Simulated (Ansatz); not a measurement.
Wires are cut from relaxed bulk Cu (Fm-3m, 11.96 Å³/atom, gap on the mesh 0.00 eV); atoms and period are relaxed, and energies count from that bulk.

Method: DFT PBE, scalar-relativistic, plane waves, PAW in Ansatz.

Cutoff 420 eV, Gaussian smearing of 0.05 eV, energies at zero smearing, symmetry of each start kept, no spin polarisation.

```tsv
start	atoms	k mesh	excess energy (eV per host atom)	line energy (eV/Å)	period (Å)	gap on the mesh (eV)	highest filled level or Fermi level under vacuum (eV)
[110] wire, 16 host atoms a period	16	1×1×21	0.474	3.031	2.505	0	4.48
[110] wire, 18 host atoms a period	18	1×1×21	0.438	3.138	2.514	0	4.53
```

Each run keeps its start's symmetry and one magnetic start, so lower states can exist.

Cost: 2 runs of about 72 core-minutes in all, on Arm Neoverse V2 (shared hosts).